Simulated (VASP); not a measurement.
# Te in VASP: a series of runs

Runs on Te. Level: PBE+D3(BJ). Tasks: single point, relaxation of the atoms.

Program: VASP 6.6.1. These are calculated values, not measurements. Logs are shortened: lines on timing, memory, paths and dates and some standing lists are left out, and cuts for length are marked.

## 1. The structure

The cell holds a slab with vacuum, 12 atoms: a = 4.311 Å, b = 5.974 Å, c = 28.331 Å, α = 90.00°, β = 90.00°, γ = 90.00°.

The slab is cut from a database's or a generator's crystal, which needn't be the stable form of the element.

## 2. Single point, PBE+D3(BJ)

The input, INCAR:

```
SYSTEM = Te
ALGO = Normal ; DIPOL = 0.5 0.5 0.500
EDIFF = 1E-7 ; ENCUT = 520
GGA = PE ; ICORELEVEL = 1
IDIPOL = 3 ; ISIF = 2
ISMEAR = 0 ; IVDW = 12
LASPH = .TRUE. ; LCHARG = .FALSE.
LDIPOL = .TRUE. ; LREAL = .FALSE.
LVACPOTAV = .TRUE. ; LVHAR = .TRUE.
LWAVE = .FALSE. ; NELM = 80
PREC = Accurate ; SIGMA = 0.03
```

The input, KPOINTS:

```
k-points
0
G
  6 5 1
  0 0 0
```

The input, POSCAR:

```
Te
1.0
    4.3110268400      0.0000000000      0.0000000000
    0.0000000000      5.9737350000      0.0000000000
    0.0000000000      0.0000000000     28.3307564100
Te
12
Direct
    0.6426544400      0.0000000000      0.2647299600
    0.2146909200      0.3333330000      0.3023283000
    0.6426544000      0.6666670000      0.3399266500
    0.1426543700      0.0000000000      0.3965110900
    0.7146908400      0.3333330000      0.4341094300
    0.1426543200      0.6666670000      0.4717077800
    0.6426542900      0.0000000000      0.5282922200
    0.2146907600      0.3333330000      0.5658905700
    0.6426542400      0.6666670000      0.6034889100
    0.1426542100      0.0000000000      0.6600733500
    0.7146906900      0.3333330000      0.6976717000
    0.1426541600      0.6666670000      0.7352700400
```

Potentials or basis: VASP PAW PBE potentials, release 64 (Te).

Command:

```console
cat potpaw_PBE.64/Te/POTCAR > POTCAR
mpirun -np 4 vasp_std > vasp.out
```

OUTCAR:

```text
SYSTEM = Te
   EDIFF = 1E-7
   ENCUT = 520
   GGA = PE
   ISIF = 2
   ISMEAR = 0
   IVDW = 12
   LASPH = .TRUE.
   LREAL = .FALSE.
   NELM = 80
   PREC = Accurate
 IVDW          = 12

 ion  position               nearest neighbor table
   1  0.643  0.000  0.265-   2 2.92   3 2.92   2 3.34
   2  0.215  0.333  0.302-   1 2.92   3 2.92   1 3.34   4 3.34   3 3.34
   3  0.643  0.667  0.340-   1 2.92   2 2.92   4 3.34   4 3.34   5 3.34   2 3.34
   4  0.143  0.000  0.397-   5 2.92   6 2.92   5 3.34   3 3.34   3 3.34   2 3.34
   5  0.715  0.333  0.434-   4 2.92   6 2.92   4 3.34   7 3.34   3 3.34   6 3.34
   6  0.143  0.667  0.472-   4 2.92   5 2.92   7 3.34   7 3.34   5 3.34   8 3.34
   7  0.643  0.000  0.528-   8 2.92   9 2.92   6 3.34   8 3.34   6 3.34   5 3.34
   8  0.215  0.333  0.566-   7 2.92   9 2.92   7 3.34  10 3.34   9 3.34   6 3.34
   9  0.643  0.667  0.603-   7 2.92   8 2.92  10 3.34  10 3.34   8 3.34  11 3.34
  10  0.143  0.000  0.660-  11 2.92  12 2.92   9 3.34  11 3.34   8 3.34   9 3.34
  11  0.715  0.333  0.698-  10 2.92  12 2.92  10 3.34  12 3.34   9 3.34
  12  0.143  0.667  0.735-  10 2.92  11 2.92  11 3.34

  LATTYP: Found a simple orthorhombic cell.
 ALAT       =     4.3110268400
 B/A-ratio  =     1.3856872670
 C/A-ratio  =     6.5716956682

  Lattice vectors:

 A1 = (   4.3110268400,   0.0000000000,   0.0000000000)
 A2 = (   0.0000000000,   5.9737350000,   0.0000000000)
 A3 = (   0.0000000000,   0.0000000000,  28.3307564100)

Analysis of symmetry for initial positions (statically):
=====================================================================
 Subroutine PRICEL returns:
 Original cell was already a primitive cell.

 Routine SETGRP: Setting up the symmetry group for a
 simple orthorhombic supercell.

 Subroutine GETGRP returns: Found  2 space group operations
 (whereof  1 operations were pure point group operations)
 out of a pool of  8 trial point group operations.

The static configuration has the point symmetry C_1 .
 The point group associated with its full space group is C_2 .

Analysis of symmetry for dynamics (positions and initial velocities):
=====================================================================
 Subroutine PRICEL returns:
 Original cell was already a primitive cell.

 Routine SETGRP: Setting up the symmetry group for a
 simple orthorhombic supercell.

 Subroutine GETGRP returns: Found  2 space group operations
 (whereof  1 operations were pure point group operations)
 out of a pool of  8 trial point group operations.

The dynamic configuration has the point symmetry C_1 .
 The point group associated with its full space group is C_2 .

 Subroutine INISYM returns: Found  2 space group operations
 (whereof  1 operations are pure point group operations),
 and found     1 'primitive' translations

----------------------------------------------------------------------------------------

                                     Primitive cell

  volume of cell :     729.6000

  direct lattice vectors                    reciprocal lattice vectors
     4.311026840  0.000000000  0.000000000     0.231963297  0.000000000  0.000000000
     0.000000000  5.973735000  0.000000000     0.000000000  0.167399458  0.000000000
     0.000000000  0.000000000 28.330756410     0.000000000  0.000000000  0.035297328

  length of vectors
     4.311026840  5.973735000 28.330756410     0.231963297  0.167399458  0.035297328

  position of ions in fractional coordinates (direct lattice)
     0.642654440  0.000000000  0.264729960
     0.214690920  0.333333000  0.302328300
     0.642654400  0.666667000  0.339926650
     0.142654370  0.000000000  0.396511090
     0.714690840  0.333333000  0.434109430
     0.142654320  0.666667000  0.471707780
     0.642654290  0.000000000  0.528292220
     0.214690760  0.333333000  0.565890570
     0.642654240  0.666667000  0.603488910
     0.142654210  0.000000000  0.660073350
     0.714690690  0.333333000  0.697671700
[... 69 lines left out ...]
   ISPIN  =      1    spin polarized calculation?
   LNONCOLLINEAR =      F non collinear calculations
   LSORBIT =      F    spin-orbit coupling
   LASPH  =      T    aspherical Exc in radial PAW
   ENCUT  =  520.0 eV  38.22 Ry    6.18 a.u.   8.02 11.11 52.68*2*pi/ulx,y,z
   NELM   =     80;   NELMIN=  2; NELMDL= -5     # of ELM steps
   EDIFF  = 0.1E-06   stopping-criterion for ELM
   LREAL  =      F    real-space projection
   EDIFFG = 0.1E-05   stopping-criterion for IOM
   NSW    =      0    number of steps for IOM
   IBRION =     -1    ionic relax: 0-MD 1-quasi-New 2-CG
   NFREE  =      0    steps in history (QN), initial steepest desc. (CG)
   ISIF   =      2    stress and relaxation
   ISYM   =      2    0-nonsym 1-usesym 2-fastsym
   POTIM  = 0.5000    time-step for ionic-motion
   TEBEG  =    0.0;   TEEND  =   0.0 temperature during run
   PSTRESS=    0.0 pullay stress
   NELECT =      72.0000    total number of electrons
   NUPDOWN=      -1.0000    fix difference up-down
   EMIN   =  10.00;   EMAX   =-10.00  energy-range for DOS
   EFERMI =   0.00;   METHOD = LEGACY
   ISMEAR =     0;   SIGMA  =   0.03  broadening in eV -4-tet -1-fermi 0-gaus
   EFERMI_NEDOS =   21; number of points for ismear=-14 and -15
   IALGO  =     38    algorithm
   IMIX   =      4    mixing-type and parameters
     AMIX     =   0.40;   BMIX     =  1.00
     AMIX_MAG =   1.60;   BMIX_MAG =  1.00
  volume/ion in A,a.u.               =      60.80       410.30
  Fermi-wavevector in a.u.,A,eV,Ry     =   0.756526  1.429627  7.787051  0.572332
  Thomas-Fermi vector in A             =   1.854667
   LORBIT       =      0    0 simple, 1 ext, 2 COOP (PROOUT), +10 PAW based schemes
   GGA     = PE    functional components
   LHFCALC =     F    Hartree Fock is set to
   AEXX    =    0.0000 exact exchange contribution
   IVDW    =    12    specifies the selected vdW correction
   LEPSILON=     F    determine dielectric tensor
   LRPA    =     F    only Hartree local field effects (RPA)
 non-spin polarized calculation
 Gauss-broadening in eV      SIGMA  =   0.03
  energy-cutoff  :      520.00
  volume of cell :      729.60
 maximum number of plane-waves:     19728
   NGX = 17   NGY = 23   NGZ =105

 dipolmoment           0.000000      0.000000     -0.000000 electrons x Angstroem

 number of electron      72.0000002 magnetization

 dipolmoment           0.000000      0.000000      0.000000 electrons x Angstroem

 Free energy of the ion-electron system (eV)
  ---------------------------------------------------
  ext. energy  EPLUGINS =         0.00000000
  ---------------------------------------------------
  free energy    TOTEN  =       -37.24062816 eV

  energy without entropy =      -37.24062816  energy(sigma->0) =      -37.24062816

 the core state eigenenergies are
   1-  1s -31615.1402  2s  -4842.6835  2p  -4346.0849  3s   -958.8536  3p   -797.5120
       3d   -553.7661  4s   -158.2841  4p   -108.3150  4d    -35.6119
   2-  1s -31615.4452  2s  -4842.9757  2p  -4346.3786  3s   -959.1459  3p   -797.8044
       3d   -554.0575  4s   -158.5811  4p   -108.6132  4d    -35.9144
   3-  1s -31615.5701  2s  -4843.1017  2p  -4346.5042  3s   -959.2765  3p   -797.9349
       3d   -554.1875  4s   -158.7193  4p   -108.7522  4d    -36.0557
   4-  1s -31615.4345  2s  -4842.9731  2p  -4346.3747  3s   -959.1564  3p   -797.8148
       3d   -554.0666  4s   -158.6139  4p   -108.6485  4d    -35.9576
   5-  1s -31615.4885  2s  -4843.0259  2p  -4346.4276  3s   -959.2080  3p   -797.8664
       3d   -554.1183  4s   -158.6634  4p   -108.6978  4d    -36.0062
   6-  1s -31615.4345  2s  -4842.9741  2p  -4346.3756  3s   -959.1584  3p   -797.8168
       3d   -554.0686  4s   -158.6175  4p   -108.6522  4d    -35.9618
   7-  1s -31615.4345  2s  -4842.9741  2p  -4346.3756  3s   -959.1585  3p   -797.8168
       3d   -554.0686  4s   -158.6175  4p   -108.6523  4d    -35.9618
   8-  1s -31615.4885  2s  -4843.0259  2p  -4346.4276  3s   -959.2080  3p   -797.8664
       3d   -554.1183  4s   -158.6634  4p   -108.6978  4d    -36.0062
   9-  1s -31615.4344  2s  -4842.9731  2p  -4346.3747  3s   -959.1563  3p   -797.8147
       3d   -554.0666  4s   -158.6138  4p   -108.6484  4d    -35.9575
  10-  1s -31615.5702  2s  -4843.1018  2p  -4346.5043  3s   -959.2765  3p   -797.9350
       3d   -554.1876  4s   -158.7193  4p   -108.7522  4d    -36.0558
  11-  1s -31615.4452  2s  -4842.9757  2p  -4346.3786  3s   -959.1459  3p   -797.8044
       3d   -554.0575  4s   -158.5811  4p   -108.6132  4d    -35.9144
  12-  1s -31615.1401  2s  -4842.6835  2p  -4346.0849  3s   -958.8535  3p   -797.5119
       3d   -553.7660  4s   -158.2841  4p   -108.3150  4d    -35.6118

 E-fermi :   1.2746     XC(G=0):  -5.4384

 val. band max:        1.1019148555   @ k =   0.3333   0.4000   0.0000
 cond. band min:       1.7992043642   @ k =   0.0000   0.4000   0.0000
 fundamental gap:      0.6972895087
 Fermi energy:         1.2745524511

 k-point     1 :       0.0000    0.0000    0.0000
  band No.  band energies     occupation
      1     -12.4055      2.00000
      2     -12.0709      2.00000
      3     -11.6036      2.00000
      4     -11.2229      2.00000
      5      -9.7600      2.00000
      6      -9.3742      2.00000
[... 553 lines left out ...]
     43       3.0208      0.00000
     44       3.0208      0.00000

------------------------ aborting loop because EDIFF is reached ----------------------------------------

 Edisp (eV)   -4.59319

 E8    (eV) :    -2.1522

  FORCE on cell =-STRESS in cart. coord.  units (eV):
  Direction    XX          YY          ZZ          XY          YZ          ZX
  --------------------------------------------------------------------------------------
  -------------------------------------------------------------------------------------
  Total      -1.34059    -3.31144    -1.69222     0.00000     1.20628     0.00000
  in kB      -2.94389    -7.27182    -3.71606     0.00000     2.64895     0.00000
  external pressure =       -4.64 kB  Pullay stress =        0.00 kB

 VOLUME and BASIS-vectors are now :
 -----------------------------------------------------------------------------
  energy-cutoff  :      520.00
  volume of cell :      729.60
      direct lattice vectors                 reciprocal lattice vectors
     4.311026840  0.000000000  0.000000000     0.231963297  0.000000000  0.000000000
     0.000000000  5.973735000  0.000000000     0.000000000  0.167399458  0.000000000
     0.000000000  0.000000000 28.330756410     0.000000000  0.000000000  0.035297328

 POSITION                                       TOTAL-FORCE (eV/Angst)
 -----------------------------------------------------------------------------------
      2.77050      0.00000      7.50000        -0.206779     -0.031458      0.427487
      0.92554      1.99124      8.56519         0.072011     -0.110733     -0.190744
      2.77050      3.98249      9.63038         0.079399     -0.002639     -0.249217
      0.61499      0.00000     11.23346         0.072660      0.049586      0.142179
      3.08105      1.99124     12.29865        -0.060582      0.016760     -0.080739
      0.61499      3.98249     13.36384         0.043291      0.084133     -0.115774
      2.77050      0.00000     14.96692         0.043291     -0.084133      0.115774
      0.92554      1.99124     16.03211        -0.060582     -0.016760      0.080739
      2.77050      3.98249     17.09730         0.072660     -0.049586     -0.142179
      0.61499      0.00000     18.70038         0.079399      0.002639      0.249217
      3.08105      1.99124     19.76557         0.072011      0.110733      0.190744
      0.61499      3.98249     20.83076        -0.206779      0.031458     -0.427487
 -----------------------------------------------------------------------------------
    total drift:                                0.001345      0.003720     -0.000103

  FREE ENERGIE OF THE ION-ELECTRON SYSTEM (eV)
  ---------------------------------------------------
  free  energy   TOTEN  =       -41.8338208297 eV

  energy  without entropy=      -41.8338208297  energy(sigma->0) =      -41.83382083

 vacuum level on the upper side and lower side of the slab         5.872         5.872
```

It took 4.4 min on 4 MPI ranks of Intel Xeon 6975P-C (Granite Rapids), shared host; peak memory 0.34 GiB.

Results:

```
Free energy                            : -41.8338 eV
Largest force                          : 0.476 eV/Å
Band gap on the k mesh                 : 0.70 eV, indirect (least direct gap 0.79 eV)
Dispersion energy per atom             : -0.383 eV
Ionisation potential of the upper face : 4.77 eV
```

Forces in eV/Å, atoms in the order of the input:
```
Te  -0.207 -0.031  0.427
Te   0.072 -0.111 -0.191
Te   0.079 -0.003 -0.249
Te   0.073  0.050  0.142
Te  -0.061  0.017 -0.081
Te   0.043  0.084 -0.116
Te   0.043 -0.084  0.116
Te  -0.061 -0.017  0.081
Te   0.073 -0.050 -0.142
Te   0.079  0.003  0.249
Te   0.072  0.111  0.191
Te  -0.207  0.031 -0.427
```

Core levels (eV, on the scale of the bands):
```csv
atom,levels
1 Te,"1s -31615.1, 2s -4842.7, 2p -4346.1, 3s -958.9, 3p -797.5, 3d -553.8, 4s -158.3, 4p -108.3, 4d -35.6"
2 Te,"1s -31615.4, 2s -4843.0, 2p -4346.4, 3s -959.1, 3p -797.8, 3d -554.1, 4s -158.6, 4p -108.6, 4d -35.9"
3 Te,"1s -31615.6, 2s -4843.1, 2p -4346.5, 3s -959.3, 3p -797.9, 3d -554.2, 4s -158.7, 4p -108.8, 4d -36.1"
4 Te,"1s -31615.4, 2s -4843.0, 2p -4346.4, 3s -959.2, 3p -797.8, 3d -554.1, 4s -158.6, 4p -108.6, 4d -36.0"
5 Te,"1s -31615.5, 2s -4843.0, 2p -4346.4, 3s -959.2, 3p -797.9, 3d -554.1, 4s -158.7, 4p -108.7, 4d -36.0"
6 Te,"1s -31615.4, 2s -4843.0, 2p -4346.4, 3s -959.2, 3p -797.8, 3d -554.1, 4s -158.6, 4p -108.7, 4d -36.0"
```

Caveat: spin-orbit coupling is left out, which moves the levels of the heavy elements. A hybrid or GW would open this gap; PBE tends to underestimate it.

## 3. Relaxation of the atoms, PBE+D3(BJ)

The input, INCAR:

```
SYSTEM = Te
PREC = Accurate
ENCUT = 520
EDIFF = 1E-6
ISMEAR = 0
SIGMA = 0.03
LREAL = .False.
LASPH = .True.
NELM = 80
ALGO = Normal
ISIF = 2
LWAVE = .False.
LCHARG = .False.
LDIPOL = .True.
IDIPOL = 3
DIPOL = 0.5 0.5 0.500
GGA = PE
IVDW = 12
IBRION = 2
NSW = 80
EDIFFG = -0.02
```

The input, KPOINTS:

```
Automatic mesh
0
Gamma
  6 5 1
  0 0 0
```

POSCAR is that of step 2.

Potentials or basis: VASP PAW PBE potentials, release 64 (Te).

Command:

```console
cat potpaw_PBE.64/Te/POTCAR > POTCAR
mpirun -np 4 vasp_std > vasp.out
```

Run time: 9.8 min. Hardware: 4 MPI ranks of Intel Xeon 6975P-C (Granite Rapids), shared host; peak memory 0.35 GiB.

Results (log left out):

```yaml
Free_energy: -41.9035 eV
Energy_gained_by_relaxing: 5.8 meV/atom
Ionic_steps: 11
Largest_force_after_relaxing: 0.018 eV/Å
Band_gap_on_the_k_mesh: 0.68 eV, indirect (least direct gap 0.76 eV)
Dispersion_energy_per_atom: -0.383 eV
```

Forces on the atoms (eV/Å):
```
Te  -0.004 -0.005  0.000
Te  -0.003 -0.007 -0.006
Te  -0.002  0.002 -0.006
Te  -0.009 -0.002  0.006
Te   0.016  0.000 -0.008
Te   0.001 -0.010  0.005
Te   0.001  0.010 -0.005
Te   0.016  0.000  0.008
Te  -0.009  0.002 -0.006
Te  -0.002 -0.002  0.006
Te  -0.003  0.007  0.006
Te  -0.004  0.005  0.000
```

Step by step:
| step | energy change (eV) | largest force (eV/Å) | pressure (GPa) |
| --- | --- | --- | --- |
| 1 | 0.0000 | 0.4721 | -0.44 |
| 2 | -0.0331 | 0.3321 | -0.37 |
| 3 | -0.0620 | 0.1193 | -0.12 |
| 4 | -0.0626 | 0.0969 | -0.16 |
| 5 | -0.0653 | 0.0570 | -0.16 |
| 6 | -0.0670 | 0.0382 | -0.17 |
| 7 | -0.0675 | 0.0261 | -0.18 |
| 8 | -0.0682 | 0.0315 | -0.20 |
| 9 | -0.0687 | 0.0222 | -0.21 |
| 10 | -0.0690 | 0.0286 | -0.23 |
| 11 | -0.0695 | 0.0179 | -0.22 |

Final structure:
```yaml
crystal:
  lattice:
    - [4.31103, 0.00000, 0.00000]
    - [0.00000, 5.97373, 0.00000]
    - [0.00000, 0.00000, 28.33076]
  atoms:
    - { symbol: Te, position: [0.63070, 0.99487, 0.26676] }
    - { symbol: Te, position: [0.21213, 0.32982, 0.30081] }
    - { symbol: Te, position: [0.64527, 0.66209, 0.33877] }
    - { symbol: Te, position: [0.14782, 0.00363, 0.39705] }
    - { symbol: Te, position: [0.71501, 0.33561, 0.43384] }
    - { symbol: Te, position: [0.14907, 0.67033, 0.47042] }
    - { symbol: Te, position: [0.64907, 0.99634, 0.52958] }
    - { symbol: Te, position: [0.21501, 0.33105, 0.56616] }
    - { symbol: Te, position: [0.64782, 0.66303, 0.60295] }
    - { symbol: Te, position: [0.14527, 0.00458, 0.66123] }
    - { symbol: Te, position: [0.71213, 0.33685, 0.69919] }
    - { symbol: Te, position: [0.13070, 0.67180, 0.73324] }
```

Levels at points of the mesh, in eV from the valence-band top:
```csv
k point,band 34,band 35,band 36,band 37,band 38,band 39
"(0.00, 0.00, 0.00)",-0.47,-0.36,-0.35,0.81,0.85,0.94
"(0.50, 0.00, 0.00)",-1.12,-0.81,-0.81,1.11,1.11,1.40
```

Caveat: spin-orbit coupling is left out, which moves the levels of the heavy elements. A hybrid or GW would open this gap; PBE tends to underestimate it.

(Continued in part 2 of 2.)
